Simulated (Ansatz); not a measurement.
# TiSi2 (Fddd) in Ansatz: notebook

The runs below take TiSi2 through single point, with PBE.

Everything below comes from runs of Ansatz 0.2.0. Logs are shortened: lines on timing, memory, paths and dates and some standing lists are left out, and cuts for length are marked.

**1. Starting point**

The structure is orthorhombic, space group Fddd (No. 70). Conventional cell: a = 4.779 Å, b = 8.235 Å, c = 8.526 Å, α = 90.00°, β = 90.00°, γ = 90.00°. Ti (site symmetry 222) is surrounded by 10 Si at 2.55 to 2.78 Å. Si (site symmetry 2) has 5 Si at 2.52 to 2.79 Å and 5 Ti at 2.55 to 2.78 Å as nearest neighbours.

The cell is a database's computed one.

**2. Single point, PBE, 13.14 Å³/atom (volume scaled by 0.94)**

The input, input.yaml:

```yaml
crystal:
  lattice:
    - [0.0, 4.0334617761, 4.1758755024]
    - [2.3407327166, 0.0, 4.1758755024]
    - [2.3407327166, 4.0334617761, 0.0]
  atoms:
    - { symbol: Ti, position: [0.75, 0.75, 0.75] }
    - { symbol: Ti, position: [0.5, 0.5, 0.5] }
    - { symbol: Si, position: [0.41256561, 0.08743439, 0.41256561] }
    - { symbol: Si, position: [0.08743439, 0.41256561, 0.08743439] }
    - { symbol: Si, position: [0.16256561, 0.83743439, 0.16256561] }
    - { symbol: Si, position: [0.83743439, 0.16256561, 0.83743439] }
kpoints:
  mp_grid: { grid: [7, 7, 7] }
scf:
  occupations: { method: fermi_dirac, width: 0.05 }
hamiltonian:
  xc: pbe
  pseudopotentials: { kind: all_electron, lapw: { basis_error: 0.001 } }
output:
  forces: true
  stress: true
  eigenvalues: true
```

Potentials or basis: all-electron LAPW, scalar-relativistic.

Launch:

```sh
$ ansatz run input.yaml --threads 4 --pin off --max-ram 12288MiB --backend cpu --events-out ev --progress --plain --runs-dir out
```

What it wrote:

```text
Warning: RAYON_NUM_THREADS=4 ignored (pool sized by the plan → 4); use --threads N
LAPW: plane waves up to 8.106 Å⁻¹, error target 1.0e-3 eV per atom; small_component_spin mean_spin; Si in spheres of 1.126 Å, 12 of its electrons in bands, Dirac shells []; Ti in spheres of 1.369 Å, 12 of its electrons in bands, Dirac shells [] (how accurate: hamiltonian.pseudopotentials.lapw.basis_error, Limitations)
Engine: ansatz 0.2.0, aarch64-unknown-linux-gnu
Pseudopotentials: kind: all_electron
Pseudopotential: Ti, LAPW, valence charge 12, lapw/all_electron/scalar/gaussian/Ti, Koelling and Harmon's equation, gaussian nucleus
Pseudopotential: Si, LAPW, valence charge 12, lapw/all_electron/scalar/gaussian/Si, Koelling and Harmon's equation, gaussian nucleus
Functional definition: PBE
  parameter kappa = 0.804
  parameter beta = 0.06672455060314922
  exchange = pbe_x(kappa = kappa, mu = beta*pi^2/3)
  correlation = pbe_c(beta = beta)
Crystal: 6 atoms, lattice volume = 78.851 Å³
Basis set: ecut = 250.3460592964552 eV, 703 PW (Γ), FFT grids on a1−a2, a2, a3, exchange–correlation at level 2
Bands: 44, of which v1, the nominal top of the filled ones, is band 36 counted from 1 (35 counted from 0)
Symmetry: 8 space group operations
Space group: Fddd (ITA 70), of the structure as read, at distance tolerance 4.3e-5 Å
k-points: 64 of 343
Non-local potential: Ti, projectors of the file, none
Non-local potential: Si, projectors of the file, none
Initial density: superposition of atomic densities (chi_scale 0.1, normalization cell, long waves kept (reshape's long-wave potential 0.00 eV rms))
Initial wavefunctions: plane waves of lowest kinetic energy (no species holds an atomic orbital)
Functional: x = pbe(κ = 0.804, μ = 0.2195149727645171), c = pbe(β = 0.06672455060314922)
iter 1 solved again at ethr=9.74e-4 eV; its pass at ethr=1.00e-1 eV (dr2=7.01e-1 eV) is discarded
SCF iter   1: F=—  HF=-78039.274140 eV  |F-HF|=—  |Δ(HF+E_count)|=         —  Δρ=2.82e-2  dr2=7.02e-1  ethr=9.74e-4  ⟨swp⟩=2.1  Hψ=19214  notcnv=0
preconditioner: auto → Kerker (q_TF=auto, 2.687 Å⁻¹)  [metal: Δε(μ)=0.007 eV  Ē_g=7.235 eV  σ=0.050 eV  W_gap=0.04  n_scr=18 (ndim 8)  ℏωp=20.5 eV  f_vac=0.000  D(μ)=2.13/eV (n_scr^D=16)]
SCF iter   2: F=—  HF=-78039.030478 eV  |F-HF|=—  |Δ(HF+E_count)|=   2.44e-1  Δρ=2.07e-2  dr2=6.20e-1  ethr=9.74e-4  ⟨swp⟩=2.4  Hψ=8409  notcnv=0
iter 3 solved again at ethr=8.48e-5 eV; its pass at ethr=8.62e-4 eV (dr2=6.11e-2 eV) is discarded
SCF iter   3: F=—  HF=-78038.918512 eV  |F-HF|=—  |Δ(HF+E_count)|=   1.12e-1  Δρ=1.01e-2  dr2=6.10e-2  ethr=8.48e-5  ⟨swp⟩=2.0  Hψ=14302  notcnv=0
SCF iter   4: F=—  HF=-78038.854858 eV  |F-HF|=—  |Δ(HF+E_count)|=   6.37e-2  Δρ=3.84e-3  dr2=1.44e-2  ethr=8.47e-5  ⟨swp⟩=2.3  Hψ=8412  notcnv=0
SCF iter   5: F=—  HF=-78038.851412 eV  |F-HF|=—  |Δ(HF+E_count)|=         —  Δρ=4.34e-4  dr2=1.15e-4  ethr=2.00e-5  ⟨swp⟩=2.2  Hψ=7917  notcnv=0
the basis was enlarged: its passes take 561.9 KiB over the memory plan, 4 of 4 planned eigensolver slots
SCF iter   6: F=—  HF=-78038.851346 eV  |F-HF|=—  |Δ(HF+E_count)|=   6.54e-5  Δρ=1.93e-4  dr2=3.42e-5  ethr=1.60e-7  ⟨swp⟩=3.0  Hψ=8370  notcnv=0
SCF iter   7: F=—  HF=-78038.851341 eV  |F-HF|=—  |Δ(HF+E_count)|=   5.38e-6  Δρ=3.54e-5  dr2=7.67e-7  ethr=4.74e-8  ⟨swp⟩=2.1  Hψ=7904  notcnv=0
SCF iter   8: F=-78038.851341 eV  HF=-78038.851341 eV  |F-HF|=1.59e-8  |Δ(HF+E_count)|=   1.29e-7  Δρ=7.29e-6  dr2=4.00e-8  ethr=1.07e-9  ⟨swp⟩=2.7  Hψ=7973  notcnv=0
SCF 1 converged in 8 iterations: F = -78038.851341 eV  dr2 = 4.00e-8
SCF converged after 8 iterations
Free energy (F): -78038.851341 eV
Harris-Foulkes:  -78038.851341 eV  (|F-HF|=1.59e-8)
Internal energy: -78038.832593 eV  (E = F + TS)
E sigma→0 (E₀):  -78038.841967 eV
Entropy (-TS):   -0.018748 eV (-3.125 meV/atom)
Fermi energy:    14.993121 eV
--- Per-component energies (eV) ---
  E_band       = -2866.463905
  E_kinetic    = 78592.772243
  E_xc         = -4580.556878
  E_electrostatic = -152051.047958  (all electrons and nuclei)
  E_smearing   = -0.018748  (= −TS)
  E_closure    = 0.000000  (closes the sum)
  E_atoms      = -78000.669633  (free atoms, spherical and without spin; not in F)
  Σ components = -78038.851341   (vs F -78038.851341, Δ=0.00e0)
  Basis errors (estimates in eV, not in F): energy 3.0e-4 per atom: plane waves 2.6e-4 (1.4e-4 summed), levels above the bands 2.7e-38, relativity 9.0e-9, radial functions 4.1e-5, core shells 1.3e-7; eigenvalues (radial functions only) 1.5e-6; not estimated: angular momenta, meshes, grids; target (lapw.basis_error) 1.0e-3; muffin-tin radii Si 1.126 Å, Ti 1.369 Å
--- Forces (eV/Å), atoms counted from 1 ---
  atom   1  Ti    -0.00000000     0.00000000    -0.00000000
  atom   2  Ti     0.00000000    -0.00000000     0.00000000
  atom   3  Si    -0.00000000     0.06084777     0.00000000
  atom   4  Si    -0.00000000    -0.06084777    -0.00000000
  atom   5  Si     0.00000000     0.06084777     0.00000000
  atom   6  Si    -0.00000000    -0.06084777    -0.00000000
  max |Σ_I F_I| component: 3.47e-18 eV/Å
--- Stress (GPa, compression-positive) ---
       12.950472      -0.000000      -0.000000
       -0.000000       9.757460       0.000000
       -0.000000       0.000000      15.715618
  P = ⅓ Tr σ = 12.8079 GPa (128.079 kbar)
--- Band table (eV; the first three rows and the last of 64) ---
  k-point 0: bands = ["-118.8294", "-118.8286", "-118.8274", "-118.8268", "-74.8884", "-74.8865", "-74.8845", "-74.8838", "-74.8796", "-74.8793", "-74.8747", "-74.8728", "-74.8405", "-74.8395", "-74.8385", "-74.8383", "-41.0266", "-40.9884", "-17.4625", "-17.4444", "-17.3506", "-17.3326", "-17.3033", "-17.3020", "1.9956", "8.1456", "9.2842", "9.3258", "9.6829", "11.0439", "11.3015", "12.4501", "12.6042", "12.9115", "13.1906", "13.6067", "13.9874", "17.2500", "18.3774", "18.6633", "18.7491", "18.8094", "18.8761", "19.1383"]
  k-point 1: bands = ["-118.8293", "-118.8285", "-118.8274", "-118.8268", "-74.8880", "-74.8866", "-74.8841", "-74.8838", "-74.8798", "-74.8794", "-74.8748", "-74.8732", "-74.8404", "-74.8395", "-74.8386", "-74.8384", "-41.0251", "-40.9897", "-17.4619", "-17.4433", "-17.3570", "-17.3327", "-17.3042", "-17.3006", "2.2221", "7.8449", "8.2765", "9.3131", "10.1133", "11.1276", "11.6198", "12.1577", "12.8091", "12.8948", "13.6744", "13.7590", "13.9838", "17.0160", "18.2178", "18.2901", "18.5069", "18.6570", "18.8984", "19.0765"]
  k-point 2: bands = ["-118.8291", "-118.8285", "-118.8276", "-118.8270", "-74.8876", "-74.8861", "-74.8838", "-74.8830", "-74.8802", "-74.8795", "-74.8757", "-74.8736", "-74.8401", "-74.8395", "-74.8389", "-74.8387", "-41.0213", "-40.9933", "-17.4644", "-17.4361", "-17.3748", "-17.3303", "-17.3071", "-17.2964", "2.8711", "6.8793", "7.4072", "9.2809", "9.9267", "10.7730", "11.8417", "12.3860", "13.2054", "13.5892", "13.8802", "14.2167", "14.8270", "16.4481", "17.7449", "17.8222", "18.0996", "18.1205", "19.1288", "19.4543"]
  k-point 63: bands = ["-118.8284", "-118.8284", "-118.8276", "-118.8276", "-74.8854", "-74.8851", "-74.8822", "-74.8822", "-74.8797", "-74.8796", "-74.8776", "-74.8772", "-74.8401", "-74.8401", "-74.8387", "-74.8386", "-41.0082", "-41.0063", "-17.4307", "-17.4176", "-17.3895", "-17.3734", "-17.3030", "-17.2985", "4.1417", "4.1775", "8.2922", "9.3658", "10.2194", "11.6669", "11.8267", "12.3534", "13.2592", "13.4935", "13.9106", "13.9347", "15.9556", "16.0347", "17.3508", "17.8996", "18.3333", "18.4396", "18.8534", "18.9367"]
```

Wall time 12 s (4 threads of Arm Neoverse V2, shared host); peak memory 0.69 GiB.

What came out:

| Item | Value |
| --- | --- |
| Free energy | -78038.8513 eV |
| Pressure | 12.8 GPa |
| Largest force | 0.061 eV/Å |
| Band gap on the k mesh | none (metal or under the smearing width) |

**3. Single point, PBE, 13.42 Å³/atom (volume scaled by 0.96)**

Changes to input.yaml since step 2:

```diff
@@ -2,5 +2,5 @@
   lattice:
-    - [0.0, 4.0334617761, 4.1758755024]
-    - [2.3407327166, 0.0, 4.1758755024]
-    - [2.3407327166, 4.0334617761, 0.0]
+    - [0.0, 4.0618673723, 4.2052840453]
+    - [2.3572172929, 0.0, 4.2052840453]
+    - [2.3572172929, 4.0618673723, 0.0]
   atoms:
```

Potentials or basis: all-electron LAPW, scalar-relativistic.

Launch:

```sh
$ ansatz run input.yaml --threads 4 --pin off --max-ram 12288MiB --backend cpu --events-out ev --progress --plain --runs-dir out
```

It took 11 s on 4 threads of Arm Neoverse V2, shared host; peak memory 0.68 GiB.

Results (log left out):

* Free energy: -78038.9643 eV
* Pressure: 8.8 GPa
* Largest force: 0.046 eV/Å
* Band gap on the k mesh: none (metal or under the smearing width)

**4. Single point, PBE, 13.70 Å³/atom (volume scaled by 0.98)**

Changes to input.yaml since step 3:

```diff
@@ -2,5 +2,5 @@
   lattice:
-    - [0.0, 4.0618673723, 4.2052840453]
-    - [2.3572172929, 0.0, 4.2052840453]
-    - [2.3572172929, 4.0618673723, 0.0]
+    - [0.0, 4.089881136, 4.2342869207]
+    - [2.3734744776, 0.0, 4.2342869207]
+    - [2.3734744776, 4.089881136, 0.0]
   atoms:
```

Launch:

```sh
$ ansatz run input.yaml --threads 4 --pin off --max-ram 12288MiB --backend cpu --events-out ev --progress --plain --runs-dir out
```

It took 12 s on 4 threads of Arm Neoverse V2, shared host; peak memory 0.68 GiB.

The run converged. Its results:

* Free energy: -78039.0379 eV
* Pressure: 5.3 GPa
* Largest force: 0.033 eV/Å
* Band gap on the k mesh: none (metal or under the smearing width)

**5. Single point, PBE, 13.98 Å³/atom**

Changes to input.yaml since step 4:

```diff
@@ -2,5 +2,5 @@
   lattice:
-    - [0.0, 4.089881136, 4.2342869207]
-    - [2.3734744776, 0.0, 4.2342869207]
-    - [2.3734744776, 4.089881136, 0.0]
+    - [0.0, 4.1175163063, 4.2628978354]
+    - [2.3895119538, 0.0, 4.2628978354]
+    - [2.3895119538, 4.1175163063, 0.0]
   atoms:
```

Launch:

```sh
$ ansatz run input.yaml --threads 4 --pin off --max-ram 12288MiB --backend cpu --events-out ev --progress --plain --runs-dir out
```

Run time: 12 s. Hardware: 4 threads of Arm Neoverse V2, shared host; peak memory 0.68 GiB.

It converged, with:

| Item | Value |
| --- | --- |
| Free energy | -78039.0760 eV |
| Pressure | 2.1 GPa |
| Largest force | 0.021 eV/Å |
| Band gap on the k mesh | none (metal or under the smearing width) |

**6. Single point, PBE, 14.26 Å³/atom (volume scaled by 1.02)**

Changes to input.yaml since step 5:

```diff
@@ -2,5 +2,5 @@
   lattice:
-    - [0.0, 4.1175163063, 4.2628978354]
-    - [2.3895119538, 0.0, 4.2628978354]
-    - [2.3895119538, 4.1175163063, 0.0]
+    - [0.0, 4.1447854209, 4.2911297696]
+    - [2.4053369975, 0.0, 4.2911297696]
+    - [2.4053369975, 4.1447854209, 0.0]
   atoms:
```

Potentials or basis: all-electron LAPW, scalar-relativistic.

Launch:

```sh
$ ansatz run input.yaml --threads 4 --pin off --max-ram 12288MiB --backend cpu --events-out ev --progress --plain --runs-dir out
```

It took 12 s on 4 threads of Arm Neoverse V2, shared host; peak memory 0.68 GiB.

The run converged. Its results:

```
Free energy            : -78039.0822 eV
Pressure               : -0.8 GPa
Largest force          : 0.010 eV/Å
Band gap on the k mesh : none (metal or under the smearing width)
```

**7. Single point, PBE, 14.54 Å³/atom (volume scaled by 1.04)**

Changes to input.yaml since step 6:

```diff
@@ -2,5 +2,5 @@
   lattice:
-    - [0.0, 4.1447854209, 4.2911297696]
-    - [2.4053369975, 0.0, 4.2911297696]
-    - [2.4053369975, 4.1447854209, 0.0]
+    - [0.0, 4.1717003661, 4.3189950295]
+    - [2.4209565065, 0.0, 4.3189950295]
+    - [2.4209565065, 4.1717003661, 0.0]
   atoms:
```

Launch:

```sh
$ ansatz run input.yaml --threads 4 --pin off --max-ram 12288MiB --backend cpu --events-out ev --progress --plain --runs-dir out
```

Wall time 12 s (4 threads of Arm Neoverse V2, shared host); peak memory 0.68 GiB.

The run converged. Its results:

```yaml
Free_energy: -78039.0596 eV
Pressure: -3.4 GPa
Band_gap_on_the_k_mesh: none (metal or under the smearing width)
```

**8. Single point, PBE, 14.82 Å³/atom (volume scaled by 1.06)**

Changes to input.yaml since step 7:

```diff
@@ -2,5 +2,5 @@
   lattice:
-    - [0.0, 4.1717003661, 4.3189950295]
-    - [2.4209565065, 0.0, 4.3189950295]
-    - [2.4209565065, 4.1717003661, 0.0]
+    - [0.0, 4.1982724224, 4.3465052936]
+    - [2.4363770274, 0.0, 4.3465052936]
+    - [2.4363770274, 4.1982724224, 0.0]
   atoms:
```

Launch:

```sh
$ ansatz run input.yaml --threads 4 --pin off --max-ram 12288MiB --backend cpu --events-out ev --progress --plain --runs-dir out
```

Wall time 12 s (4 threads of Arm Neoverse V2, shared host); peak memory 0.68 GiB.

The run converged. Its results:

```
Free energy            : -78039.0112 eV
Pressure               : -5.8 GPa
Largest force          : 0.008 eV/Å
Band gap on the k mesh : none (metal or under the smearing width)
```
